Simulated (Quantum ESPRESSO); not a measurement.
The system is HfO2.

```
Hf O
1.0
     3.55802    0.00000    0.00000
     0.00000    3.55802    0.00000
     0.00000    0.00000    5.17186
Hf O
2 4
Direct
  0.00000 0.00000 0.00000
  0.50000 0.50000 0.50000
  0.00000 0.50000 0.19721
  0.50000 0.00000 0.30279
  0.50000 0.00000 0.80279
  0.00000 0.50000 0.69721
```

Measurements of this composition are mostly on another form, of space group No. 14.

Base run:

* Program: Quantum ESPRESSO 7.5
* Functional: PBEsol
* Potentials or basis: GBRV 1.5 PBEsol
* Cutoff: 612 eV
* Density cutoff: 4898 eV
* k mesh: 8 × 8 × 5
* Occupations: fermi-dirac, width 0.05 eV
* Spin: no spin polarisation

Its results: band gap on the k mesh 4.69 eV, indirect (least direct gap 4.76 eV); pressure 0.0 GPa; largest force 0.093 eV/Å.

Q: The run is repeated on the same cell with these changes: functional from PBEsol to LDA; potentials or basis from GBRV 1.5 PBEsol to GBRV 1.5 LDA. What comes out?

A: Band gap on the k mesh 4.59 eV, indirect (least direct gap 4.67 eV); pressure -6.3 GPa; largest force 0.039 eV/Å.

Caveats: spin-orbit coupling is left out, which moves the levels of the heavy elements.

Not every run made on this cell is shown here.
